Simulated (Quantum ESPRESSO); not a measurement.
# Bi (Im-3m) in Quantum ESPRESSO: further runs, part 2 of 2

Quantum ESPRESSO 7.5. The steps go on from the part before.

### Step 10. Optical spectrum, PBE (cell strained at random at fixed volume)

Input file pw.in:

```
&CONTROL
  calculation = 'scf'
  prefix = 'pwscf'
  outdir = './tmp'
  pseudo_dir = './pseudo'
  tprnfor = .true.
  tstress = .true.
  disk_io = 'low'
/
&SYSTEM
  ibrav = 0
  A = 3.42422282
  nat = 1
  ntyp = 1
  ecutwfc = 76
  nbnd = 20
  occupations = 'smearing'
  smearing = 'mp'
  degauss = 0.01469973
  nosym = .true.
  noinv = .true.
/
&ELECTRONS
  conv_thr = 2d-10
  electron_maxstep = 120
  mixing_beta = 0.05
  diago_david_ndim = 4
/
ATOMIC_SPECIES
Bi   208.9804 Bi_ONCV_PBE-1.2.upf
CELL_PARAMETERS alat
  -0.5779483708    0.5836360848    0.5703898673
   0.5741790483   -0.5927271988    0.5757116589
   0.5767524790    0.5915313069   -0.5794809813
ATOMIC_POSITIONS alat
Bi     0.0198589061   -0.0023997497    0.0009888025
K_POINTS automatic
9 9 9 0 0 0
```

Input file epsilon.in:

```
&INPUTPP
  prefix = 'pwscf'
  outdir = './tmp'
  calculation = 'eps'
/
&ENERGY_GRID
  smeartype = 'gauss'
  intersmear = 0.3
  intrasmear = 0.1
  wmin = 0
  wmax = 25
  nw = 251
/
```

Potentials or basis: SG15 PBE 1.2.

Run with:

```bash
$ OMP_NUM_THREADS=1 pw.x -in pw.in > pw.out
$ OMP_NUM_THREADS=1 epsilon.x -in epsilon.in > epsilon.out
```

pw.out:

```text
This program is part of the open-source Quantum ESPRESSO suite
     for quantum simulation of materials; please cite
[... 6 lines left out ...]
     --------------------
     sticks:   dense  smooth     PW     G-vecs:    dense   smooth      PW
     Sum         955     955    315                18765    18765    3571

     Using Slab Decomposition

     bravais-lattice index     =            0
     lattice parameter (alat)  =       6.4708  a.u.
     unit-cell volume          =     209.9874 (a.u.)^3
     number of atoms/cell      =            1
     number of atomic types    =            1
     number of electrons       =        15.00
     number of Kohn-Sham states=           20
     kinetic-energy cutoff     =      76.0000  Ry
     charge density cutoff     =     304.0000  Ry
     scf convergence threshold =      2.0E-10
     mixing beta               =       0.0500
     number of iterations used =            8  plain     mixing
     Exchange-correlation= PBE
                           (   1   4   3   4   0   0   0)

     celldm(1)=   6.470843  celldm(2)=   0.000000  celldm(3)=   0.000000
     celldm(4)=   0.000000  celldm(5)=   0.000000  celldm(6)=   0.000000

     crystal axes: (cart. coord. in units of alat)
               a(1) = (  -0.577948   0.583636   0.570390 )
               a(2) = (   0.574179  -0.592727   0.575712 )
               a(3) = (   0.576752   0.591531  -0.579481 )

     reciprocal axes: (cart. coord. in units 2 pi/alat)
               b(1) = (  0.003771  0.857749  0.879339 )
               b(2) = (  0.871736  0.007660  0.875451 )
               b(3) = (  0.869778  0.851902  0.009618 )

     PseudoPot. # 1 for Bi read from file:
     Bi_ONCV_PBE-1.2.upf
     Pseudo is Norm-conserving, Zval = 15.0
     Generated using ONCVPSP code by D. R. Hamann
     Using radial grid of  602 points,  8 beta functions with:
                l(1) =   0
                l(2) =   0
                l(3) =   1
                l(4) =   1
                l(5) =   2
                l(6) =   2
                l(7) =   3
                l(8) =   3

     atomic species   valence    mass     pseudopotential
     Bi               15.00   208.98040     Bi( 1.00)

     No symmetry found

   Cartesian axes

     site n.     atom                  positions (alat units)
         1        Bi     tau(   1) = (   0.0198589  -0.0023997   0.0009888  )

     number of k points=   729  Methfessel-Paxton smearing, width (Ry)=  0.0147

     Number of k-points >= 100: set verbosity='high' to print them.

     Dense  grid:    18765 G-vectors     FFT dimensions: (  36,  40,  40)

     Initial potential from superposition of free atoms

     starting charge      14.9238, renormalised to      15.0000
     Starting wfcs are random

     Self-consistent Calculation

     iteration #  1     ecut=    76.00 Ry     beta= 0.05
     Davidson diagonalization with overlap
     ethr =  1.00E-02,  avg # of iterations =  6.4

     Threshold (ethr) on eigenvalues was too large:
     Diagonalizing with lowered threshold

     Davidson diagonalization with overlap
     ethr =  3.89E-05,  avg # of iterations =  4.8

     total energy              =    -135.90230213 Ry
     estimated scf accuracy    <       0.00556385 Ry

     iteration #  2     ecut=    76.00 Ry     beta= 0.05
     Davidson diagonalization with overlap
     ethr =  3.71E-05,  avg # of iterations =  1.0
[... 50 lines left out ...]
     total energy              =    -135.90060419 Ry
     estimated scf accuracy    <          2.5E-09 Ry

     iteration # 10     ecut=    76.00 Ry     beta= 0.05
     Davidson diagonalization with overlap
     ethr =  1.68E-11,  avg # of iterations =  1.0

     End of self-consistent calculation

     Number of k-points >= 100: set verbosity='high' to print the bands.

     the Fermi energy is    12.5370 ev

!    total energy              =    -135.90060419 Ry
     estimated scf accuracy    <          1.8E-10 Ry
     smearing contrib. (-TS)   =      -0.00004670 Ry
     internal energy E=F+TS    =    -135.90055749 Ry

     The total energy is F=E-TS. E is the sum of the following terms:
     one-electron contribution =     -36.91042062 Ry
     hartree contribution      =      26.06440818 Ry
     xc contribution           =     -15.71739593 Ry
     ewald contribution        =    -109.33714912 Ry

     convergence has been achieved in  10 iterations

     Forces acting on atoms (cartesian axes, Ry/au):

     atom    1 type  1   force =     0.00000000    0.00000000    0.00000000

     Total force =     0.000000     Total SCF correction =     0.000008

     Computing stress (Cartesian axis) and pressure

          total   stress  (Ry/bohr**3)                   (kbar)     P=        9.02
   0.00008548   0.00000553   0.00000903           12.57        0.81        1.33
   0.00000553   0.00001291   0.00002363            0.81        1.90        3.48
   0.00000903   0.00002363   0.00008562            1.33        3.48       12.60

=------------------------------------------------------------------------------=
   JOB DONE.
=------------------------------------------------------------------------------=
```

epsilon.out:

```text
This program is part of the open-source Quantum ESPRESSO suite
     for quantum simulation of materials; please cite
         "P. Giannozzi et al., J. Phys.:Condens. Matter 21 395502 (2009);
         "P. Giannozzi et al., J. Phys.:Condens. Matter 29 465901 (2017);
         "P. Giannozzi et al., J. Chem. Phys. 152 154105 (2020);
     in publications or presentations arising from this work. More details at

     Reading input file...
     Broadcasting variables...
     Reading PW restart file...

     IMPORTANT: XC functional enforced from input :
     Exchange-correlation= PBE
                           (   1   4   3   4   0   0   0)
     Any further DFT definition will be discarded
     Please, verify this is what you really want

     G-vector sticks info
     --------------------
     sticks:   dense  smooth     PW     G-vecs:    dense   smooth      PW
     Sum         955     955    315                18765    18765    3571

     Using Slab Decomposition

     Fermi energy [eV] is: 12.53704
     The system is a metal (occupations are not fixed)...
     metallic system: redefining wmin =     0.001000

     Performing eps calculation...

     xx,yy,zz plasmon frequences [eV] are:    14.037520653   13.592134331   13.646962777

     Writing output on file...

=------------------------------------------------------------------------------=
   JOB DONE.
=------------------------------------------------------------------------------=
```

Run time: 6.7 min. Hardware: 1 thread of AMD EPYC 7B13 (Zen 3), shared host; peak memory 0.57 GiB.

Results:

```yaml
Free_energy: -1849.0219 eV
Pressure: 0.9 GPa
Band_gap_on_the_k_mesh: none (metal or under the smearing width)
```

Stress tensor (GPa, compression positive):
```
1.26 0.08 0.13
0.08 0.19 0.35
0.13 0.35 1.26
```

Dielectric function (mean over the directions given):
```tsv
energy (eV)	real part	imaginary part
0.60	-135.09	38.01
1.20	-45.88	17.88
1.90	-20.13	9.96
2.50	-13.04	9.79
3.20	-6.70	9.58
3.90	-5.96	2.53
4.50	-3.58	2.64
5.20	-3.21	3.86
5.90	-3.01	1.34
6.50	-1.71	1.27
7.20	-1.83	0.89
7.90	-1.21	0.72
8.50	-0.70	0.38
9.20	-0.24	0.46
9.90	0.01	0.53
10.50	0.23	0.69
11.20	-0.01	0.60
11.90	-0.01	0.68
12.50	0.12	0.52
13.20	0.11	0.46
13.90	0.17	0.44
14.50	0.18	0.26
15.20	0.35	0.20
15.90	0.36	0.17
16.50	0.46	0.09
17.20	0.54	0.11
17.90	0.58	0.07
18.50	0.66	0.06
19.20	0.71	0.06
19.90	0.75	0.06
```

Caveat: the program leaves the non-local potential out of the optical matrix elements, which shifts intensities by tens of percent; the intraband (Drude) term is included with a typed width of 0.1 eV and hangs strongly on the mesh; spectra need much finer meshes, so this one isn't converged; independent-particle spectra lack excitons; spin-orbit coupling is left out, which moves the levels of the heavy elements.
